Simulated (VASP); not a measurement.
# Mo (Im-3m) in VASP: a series of runs

One crystal, Mo, is run at these levels: PBEsol; tasks: relaxation of the atoms.

All numbers are computed with VASP 6.6.1; they aren't measurements. Logs are shortened: lines on timing, memory, paths and dates and some standing lists are left out, and cuts for length are marked.

## (1) The undisturbed crystal

Symmetry: Im-3m, No. 229, cubic system. The conventional cell has a = 3.147 Å, b = 3.147 Å, c = 3.147 Å, α = 90.00°, β = 90.00°, γ = 90.00°. Around Mo (site symmetry m-3m) lie 8 Mo at 2.73 Å.

## (2) Relaxation of the atoms, PBEsol (a relaxed cell with its volume scaled by 1.02)

The input, INCAR:

```
SYSTEM = Mo
  ALGO = Fast
  EDIFF = 1E-7
  EDIFFG = -0.01
  ENCUT = 600
  GGA = PS
  IBRION = 2
  ISIF = 2
  ISMEAR = 1
  LASPH = .True.
  LCHARG = .False.
  LREAL = .False.
  LWAVE = .False.
  NELM = 80
  NSW = 40
  PREC = Accurate
  SIGMA = 0.1
```

The input, KPOINTS:

```
k-points
0
Gamma
  16 16 16
  0 0 0
```

The input, POSCAR:

```
Mo                                      
1.0
   -1.5756958483      1.5756958483      1.5756958483
    1.5756958483     -1.5756958483      1.5756958483
    1.5756958483      1.5756958483     -1.5756958483
  Mo            
     1
Direct
     0.0000000000000000    0.0000000000000000    0.0000000000000000
```

Potentials or basis: VASP PAW PBE potentials, release 64 (Mo_sv).

Run with:

```console
$ cat potpaw_PBE.64/Mo_sv/POTCAR > POTCAR
$ mpirun -np 1 vasp_std > vasp.out
```

OUTCAR:

```text
SYSTEM = Mo
   EDIFF = 1E-7
   EDIFFG = -0.01
   ENCUT = 600
   GGA = PS
   IBRION = 2
   ISIF = 2
   ISMEAR = 1
   LASPH = .True.
   LREAL = .False.
   NELM = 80
   NSW = 40
   PREC = Accurate

 ion  position               nearest neighbor table
   1  0.000  0.000  0.000-

  LATTYP: Found a body centered cubic cell.
 ALAT       =     3.1513916966

  Lattice vectors:

 A1 = (  -1.5756958483,   1.5756958483,   1.5756958483)
 A2 = (   1.5756958483,  -1.5756958483,   1.5756958483)
 A3 = (   1.5756958483,   1.5756958483,  -1.5756958483)

Analysis of symmetry for initial positions (statically):
=====================================================================
 Subroutine PRICEL returns:
 Original cell was already a primitive cell.

 Routine SETGRP: Setting up the symmetry group for a
 body centered cubic supercell.

 Subroutine GETGRP returns: Found 48 space group operations
 (whereof 48 operations were pure point group operations)
 out of a pool of 48 trial point group operations.

The static configuration has the point symmetry O_h .

Analysis of symmetry for dynamics (positions and initial velocities):
=====================================================================
 Subroutine PRICEL returns:
 Original cell was already a primitive cell.

 Routine SETGRP: Setting up the symmetry group for a
 body centered cubic supercell.

 Subroutine GETGRP returns: Found 48 space group operations
 (whereof 48 operations were pure point group operations)
 out of a pool of 48 trial point group operations.

The dynamic configuration has the point symmetry O_h .

 Subroutine INISYM returns: Found 48 space group operations
 (whereof 48 operations are pure point group operations),
 and found     1 'primitive' translations

----------------------------------------------------------------------------------------

                                     Primitive cell

  volume of cell :      15.6487

  direct lattice vectors                    reciprocal lattice vectors
    -1.575695848  1.575695848  1.575695848     0.000000000  0.317320123  0.317320123
     1.575695848 -1.575695848  1.575695848     0.317320123  0.000000000  0.317320123
     1.575695848  1.575695848 -1.575695848     0.317320123  0.317320123  0.000000000

  length of vectors
     2.729185267  2.729185267  2.729185267     0.448758421  0.448758421  0.448758421

  position of ions in fractional coordinates (direct lattice)
     0.000000000  0.000000000  0.000000000

  ion indices of the primitive-cell ions
   primitive index   ion index
                 1           1

----------------------------------------------------------------------------------------

 KPOINTS: k-points

Automatic generation of k-mesh.
 Grid dimensions read from file:
 generate k-points for:   16   16   16

 Generating k-lattice:

  Cartesian coordinates                     Fractional coordinates (reciprocal lattice)
     0.000000000  0.019832508  0.019832508     0.062500000  0.000000000  0.000000000
     0.019832508  0.000000000  0.019832508     0.000000000  0.062500000  0.000000000
     0.019832508  0.019832508  0.000000000     0.000000000  0.000000000  0.062500000

  Length of vectors
     0.028047401  0.028047401  0.028047401

  Shift w.r.t. Gamma in fractional coordinates (k-lattice)
     0.000000000  0.000000000  0.000000000

 Subroutine IBZKPT returns following result:
 ===========================================

 Found    145 irreducible k-points:

 Following reciprocal coordinates:
            Coordinates               Weight
  0.000000  0.000000  0.000000      1.000000
  0.062500  0.000000  0.000000     12.000000
  0.125000  0.000000  0.000000     12.000000
  0.187500  0.000000  0.000000     12.000000
  0.250000  0.000000  0.000000     12.000000
  0.312500  0.000000  0.000000     12.000000
[... 16 lines left out ...]
  0.187500  0.187500  0.000000     24.000000
  0.250000  0.187500  0.000000     48.000000
 [... further k-points ...]
   k-points           NKPTS =    145   k-points in BZ     NKDIM =    145   number of bands    NBANDS=     11
   number of dos      NEDOS =    301   number of ions     NIONS =      1
   total plane-waves  NPLWV =  13824
   dimension x,y,z NGX =    24 NGY =   24 NGZ =   24
   dimension x,y,z NGXF=    48 NGYF=   48 NGZF=   48
   ions per type =               1
   NGX,Y,Z   is equivalent  to a cutoff of  14.62, 14.62, 14.62 a.u.
   NGXF,Y,Z  is equivalent  to a cutoff of  29.24, 29.24, 29.24 a.u.
 SYSTEM =  Mo
   PREC   = accura    normal or accurate (medium, high low for compatibility)
   ISTART =      0    job   : 0-new  1-cont  2-samecut
   ICHARG =      2    charge: 1-file 2-atom 10-const
   ISPIN  =      1    spin polarized calculation?
   LNONCOLLINEAR =      F non collinear calculations
   LSORBIT =      F    spin-orbit coupling
   LASPH  =      T    aspherical Exc in radial PAW
   ENCUT  =  600.0 eV  44.10 Ry    6.64 a.u.   5.45  5.45  5.45*2*pi/ulx,y,z
   NELM   =     80;   NELMIN=  2; NELMDL= -5     # of ELM steps
   EDIFF  = 0.1E-06   stopping-criterion for ELM
   LREAL  =      F    real-space projection
   EDIFFG = -.1E-01   stopping-criterion for IOM
   NSW    =     40    number of steps for IOM
   IBRION =      2    ionic relax: 0-MD 1-quasi-New 2-CG
   NFREE  =      1    steps in history (QN), initial steepest desc. (CG)
   ISIF   =      2    stress and relaxation
   ISYM   =      2    0-nonsym 1-usesym 2-fastsym
   POTIM  = 0.5000    time-step for ionic-motion
   TEBEG  =    0.0;   TEEND  =   0.0 temperature during run
   PSTRESS=    0.0 pullay stress
   NELECT =      14.0000    total number of electrons
   NUPDOWN=      -1.0000    fix difference up-down
   EMIN   =  10.00;   EMAX   =-10.00  energy-range for DOS
   EFERMI =   0.00;   METHOD = LEGACY
   ISMEAR =     1;   SIGMA  =   0.10  broadening in eV -4-tet -1-fermi 0-gaus
   EFERMI_NEDOS =   21; number of points for ismear=-14 and -15
   IALGO  =     68    algorithm
   IMIX   =      4    mixing-type and parameters
     AMIX     =   0.40;   BMIX     =  1.00
     AMIX_MAG =   1.60;   BMIX_MAG =  1.00
  volume/ion in A,a.u.               =      15.65       105.60
  Fermi-wavevector in a.u.,A,eV,Ry     =   1.577460  2.980968 33.856482  2.488381
  Thomas-Fermi vector in A             =   2.678139
   LORBIT       =      0    0 simple, 1 ext, 2 COOP (PROOUT), +10 PAW based schemes
   GGA     = PS    functional components
   LHFCALC =     F    Hartree Fock is set to
   AEXX    =    0.0000 exact exchange contribution
   IVDW    =     0    specifies the selected vdW correction
   LEPSILON=     F    determine dielectric tensor
   LRPA    =     F    only Hartree local field effects (RPA)
 conjugate gradient relaxation of ions
 non-spin polarized calculation
 RMM-DIIS sequential band-by-band and
 Methfessel and Paxton  Order N= 1 SIGMA  =   0.10
  energy-cutoff  :      600.00
  volume of cell :       15.65
 maximum number of plane-waves:       540
 NGX is ok and might be reduce to    24
   NGX = 11   NGY = 11   NGZ = 11

 number of electron      14.0000002 magnetization

 Free energy of the ion-electron system (eV)
  ---------------------------------------------------
  ext. energy  EPLUGINS =         0.00000000
  ---------------------------------------------------
  free energy    TOTEN  =       -11.77845722 eV

  energy without entropy =      -11.77905966  energy(sigma->0) =      -11.77865803

 E-fermi :  12.4496     XC(G=0): -13.5212

 val. band max:       12.4395595409   @ k =  -0.1875   0.1875   0.0625
 cond. band min:      12.4947972755   @ k =   0.4375   0.1250   0.0000
 fundamental gap:      0.0552377347
 Fermi energy:        12.4496026135

 k-point     1 :       0.0000    0.0000    0.0000
  band No.  band energies     occupation
      1     -48.7383      2.00000
      2     -22.0290      2.00000
      3     -22.0290      2.00000
      4     -22.0290      2.00000
      5       5.1655      2.00000
      6      11.0880      2.00000
      7      11.0880      2.00000
      8      11.0880      2.00000
      9      14.0960     -0.00000
     10      14.0960     -0.00000
     11      27.2536      0.00000

 k-point     2 :       0.0625    0.0000    0.0000
  band No.  band energies     occupation
      1     -48.7284      2.00000
      2     -22.0864      2.00000
      3     -22.0467      2.00000
      4     -22.0295      2.00000
      5       5.3390      2.00000
      6      10.9899      2.00000
      7      11.0716      2.00000
      8      11.2506      2.00000
      9      13.9517     -0.00000
     10      14.0986     -0.00000
     11      27.4090      0.00000

 k-point     3 :       0.1250    0.0000    0.0000
  band No.  band energies     occupation
      1     -48.7002      2.00000
      2     -22.2479      2.00000
      3     -22.0968      2.00000
      4     -22.0307      2.00000
      5       5.8267      2.00000
      6      10.7227      2.00000
      7      10.9957      2.00000
      8      11.7302      2.00000
      9      13.6615     -0.00000
     10      14.1145     -0.00000
     11      27.6748      0.00000

 k-point     4 :       0.1875    0.0000    0.0000
  band No.  band energies     occupation
      1     -48.6576      2.00000
      2     -22.4846      2.00000
      3     -22.1709      2.00000
      4     -22.0325      2.00000
      5       6.5133      2.00000
      6      10.3520      2.00000
      7      10.8557      2.00000
      8      12.5004      0.25063
      9      13.4970     -0.00000
     10      14.1624     -0.00000
     11      27.7597      0.00000
[... 239 lines left out ...]
 k-point    22 :       0.4375    0.1250    0.0000
  band No.  band energies     occupation
      1     -48.4630      2.00000
      2     -23.3678      2.00000
      3     -22.5491      2.00000
      4     -22.1150      2.00000
      5       7.5533      2.00000
      6       9.1868      2.00000
      7      12.4948      0.31485
      8      13.9878     -0.00000
      9      15.3028      0.00000
     10      18.4452      0.00000
     11      23.6353      0.00000

 k-point    23 :       0.1875    0.1875    0.0000
  band No.  band energies     occupation
      1     -48.5441      2.00000
      2     -22.9914      2.00000
      3     -22.3682      2.00000
      4     -22.1322      2.00000
      5       8.0912      2.00000
      6       9.7585      2.00000
      7      10.2401      2.00000
      8      13.3072     -0.00000
      9      14.7284      0.00000
     10      15.6290      0.00000
     11      26.8115      0.00000

 k-point    24 :       0.2500    0.1875    0.0000
  band No.  band energies     occupation
      1     -48.5038      2.00000
      2     -23.1324      2.00000
      3     -22.4858      2.00000
      4     -22.1509      2.00000
      5       8.2500      2.00000
      6       9.5250      2.00000
      7      10.6278      2.00000
      8      13.5345     -0.00000
      9      14.8611      0.00000
     10      17.0848      0.00000
     11      25.6419      0.00000

 [... further k-points ...]

------------------------ aborting loop because EDIFF is reached ----------------------------------------

  FORCE on cell =-STRESS in cart. coord.  units (eV):
  Direction    XX          YY          ZZ          XY          YZ          ZX
  --------------------------------------------------------------------------------------
  -------------------------------------------------------------------------------------
  Total       -0.5229958     -0.5229958     -0.5229958     -0.0000000      0.0000000      0.0000000
  in kB      -53.5465647    -53.5465647    -53.5465647     -0.0000000      0.0000000      0.0000000
  external PRESSURE =     -53.5465647 kB  Pullay stress =       0.0000000 kB

 VOLUME and BASIS-vectors are now :
 -----------------------------------------------------------------------------
  energy-cutoff  :      600.00
  volume of cell :       15.65
      direct lattice vectors                 reciprocal lattice vectors
    -1.575695848  1.575695848  1.575695848     0.000000000  0.317320123  0.317320123
     1.575695848 -1.575695848  1.575695848     0.317320123  0.000000000  0.317320123
     1.575695848  1.575695848 -1.575695848     0.317320123  0.317320123  0.000000000

 POSITION                                       TOTAL-FORCE (eV/Angst)
 -----------------------------------------------------------------------------------
      0.00000      0.00000      0.00000         0.000000     -0.000000     -0.000000
 -----------------------------------------------------------------------------------
    total drift:                                0.000000      0.000000     -0.000000

  FREE ENERGIE OF THE ION-ELECTRON SYSTEM (eV)
  ---------------------------------------------------
  free  energy   TOTEN  =       -11.7784572161 eV

  energy  without entropy=      -11.7790596612  energy(sigma->0) =      -11.77865803

 reached required accuracy - stopping structural energy minimisation
```

Run time: 9.9 s. Hardware: 1 thread of Intel Xeon 6975P-C (Granite Rapids), shared host; peak memory 0.16 GiB.

Results:

| Quantity | Value |
| --- | --- |
| Free energy | -11.7785 eV |
| Pressure after relaxing | -5.4 GPa |
| Band gap on the k mesh | none (metal or under the smearing width) |

Final structure:
```cif
data_structure
_symmetry_space_group_name_H-M 'P 1'
_symmetry_Int_Tables_number 1
_cell_length_a 2.7292
_cell_length_b 2.7292
_cell_length_c 2.7292
_cell_angle_alpha 109.471
_cell_angle_beta 109.471
_cell_angle_gamma 109.471
_cell_volume 15.65
loop_
_atom_site_label
_atom_site_type_symbol
_atom_site_fract_x
_atom_site_fract_y
_atom_site_fract_z
_atom_site_occupancy
Mo1 Mo 0.00000 0.00000 0.00000 1
```

Caveat: the relaxation stopped at its first step, so nothing moved; the PAW data sets were made with another functional, which shifts forces and pressure a little.

## (3) Relaxation of the atoms, PBEsol (a relaxed cell with its volume scaled by 1.04)

INCAR is that of step 2.

KPOINTS is that of step 2.

The input, POSCAR:

```
Mo                                      
1.0
   -1.5859279262      1.5859279262      1.5859279262
    1.5859279262     -1.5859279262      1.5859279262
    1.5859279262      1.5859279262     -1.5859279262
  Mo            
     1
Direct
     0.0000000000000000    0.0000000000000000    0.0000000000000000
```

Potentials or basis: VASP PAW PBE potentials, release 64 (Mo_sv).

Run with:

```console
$ cat potpaw_PBE.64/Mo_sv/POTCAR > POTCAR
$ mpirun -np 1 vasp_std > vasp.out
```

Run time: 10 s. Hardware: 1 thread of Intel Xeon 6975P-C (Granite Rapids), shared host; peak memory 0.16 GiB.

The run converged. Its results:

- Free energy: -11.7638 eV
- Pressure after relaxing: -10.2 GPa
- Band gap on the k mesh: none (metal or under the smearing width)

Final structure:
```
Mo
1.0
    -1.58593    1.58593    1.58593
     1.58593   -1.58593    1.58593
     1.58593    1.58593   -1.58593
Mo
1
Direct
  0.00000 0.00000 0.00000
```

Levels at points of the mesh, in eV from the Fermi level:
```tsv
k point	band 4	band 5	band 6	band 7	band 8	band 9	band 10	band 11
(0.00, 0.00, 0.00)	-34.51	-7.21	-1.32	-1.32	-1.32	1.62	1.62	14.78
(0.50, 0.00, 0.00)	-34.52	-5.22	-3.30	1.54	1.65	2.26	4.65	11.90
(0.50, 0.50, 0.50)	-35.42	-5.30	-5.30	3.91	3.91	3.91	8.87	8.87
```

Caveat: the relaxation stopped at its first step, so nothing moved; the PAW data sets were made with another functional, which shifts forces and pressure a little.

(Continued in part 2 of 2.)
